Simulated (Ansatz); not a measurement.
The system is HfC.

```
CELL_PARAMETERS angstrom
3.34287 0.00000 0.00000
-1.67143 2.89501 0.00000
0.00000 0.00000 5.20271
ATOMIC_POSITIONS crystal
Hf 0.33333 0.66667 0.25000
Hf 0.66667 0.33333 0.75000
C 0.00000 0.00000 0.50000
C 0.00000 0.00000 0.00000
```

The cell comes from a database or a generator and needn't be the stable form of this composition.

Base run:

| Quantity | Value |
| --- | --- |
| Program | Ansatz 0.2.0 |
| Functional | r2SCAN |
| Potentials or basis | Ansatz PAW |
| Cutoff | 500 eV (not typed: the program's choice for these potentials) |
| k mesh | 9 × 9 × 5 |
| Occupations | fermi-dirac, width 0.05 eV |
| Spin | no spin polarisation |
| Hubbard terms | Hf d U = 4 eV |

Its results: band gap on the k mesh none (metal or under the smearing width); pressure 3.2 GPa.

Problem. The run is repeated on the same cell with these changes: hubbard terms from Hf d U = 4 eV to Hf d U = 1 eV. What comes out?

Solution. Band gap on the k mesh none (metal or under the smearing width); pressure -1.4 GPa.

Caveats: spin-orbit coupling is left out, which moves the levels of the heavy elements; U without spin polarisation on a metal has little footing; the PAW data sets come from PBE, with cores solved anew for the run's functional, which leaves a small shift of forces and pressure; the U is typed as a test and isn't derived for this compound.
